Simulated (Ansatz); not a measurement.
Level of theory: Ansatz 0.2.0, DFT PBE, scalar-relativistic, plane waves, PAW. Settings: cutoff 420 eV, Γ-centred meshes spaced at most about 0.3 Å⁻¹, and about 0.25 Å⁻¹ or finer for metals (2π included), Gaussian smearing. No spin polarisation in the final relaxations.

All energies are static (0 K, no zero-point motion).

Compare these two cells of Si4N, each relaxed at this level.

A.

```cif
data_structure
_symmetry_space_group_name_H-M 'I-43m'
_symmetry_Int_Tables_number 217
_cell_length_a 5.3076
_cell_length_b 5.3076
_cell_length_c 5.3076
_cell_angle_alpha 90.000
_cell_angle_beta 90.000
_cell_angle_gamma 90.000
_cell_volume 149.52
loop_
_atom_site_label
_atom_site_type_symbol
_atom_site_symmetry_multiplicity
_atom_site_Wyckoff_symbol
_atom_site_fract_x
_atom_site_fract_y
_atom_site_fract_z
_atom_site_occupancy
Si1 Si 8 c 0.29612 0.70388 0.29612 1
N1 N 2 a 0.00000 0.00000 0.00000 1
```

B.

```cif
data_structure
_symmetry_space_group_name_H-M 'Cm'
_symmetry_Int_Tables_number 8
_cell_length_a 5.1412
_cell_length_b 6.7213
_cell_length_c 4.4259
_cell_angle_alpha 90.000
_cell_angle_beta 99.264
_cell_angle_gamma 90.000
_cell_volume 150.94
loop_
_atom_site_label
_atom_site_type_symbol
_atom_site_symmetry_multiplicity
_atom_site_Wyckoff_symbol
_atom_site_fract_x
_atom_site_fract_y
_atom_site_fract_z
_atom_site_occupancy
Si1 Si 2 a 0.36641 0.00000 0.08491 1
Si2 Si 4 b 0.41625 0.72348 0.76345 1
Si3 Si 2 a 0.80298 0.00000 0.34679 1
N1 N 2 a 0.99555 0.00000 0.03917 1
```

**Question.** Which would you expect to be lower, and how large is the difference?

**Answer.** B is lower, by 0.39 eV/atom. A has space group I-43m (No. 217), 15.0 Å³/atom and no gap on its mesh; B has space group Cm (No. 8), 15.1 Å³/atom and no gap. Counting Si atoms around N (those within 1.25 times the shortest such distance or 1.15 times the sum of covalent radii, 1.27 where that leaves under three), A and B both have N 4. B holds Si–Si nets (shortest 2.35 Å); in A the shortest Si–Si distance is 2.74 Å, near bonding range too. Even the lower one lies +0.18 eV/atom against the reference forms of the elements (uncorrected), so neither is stable at this level. Both come from invented guesses.

Cells relaxed within their symmetry can be saddle points. The Cm cell of Si4N came from shaking the I-43m one.
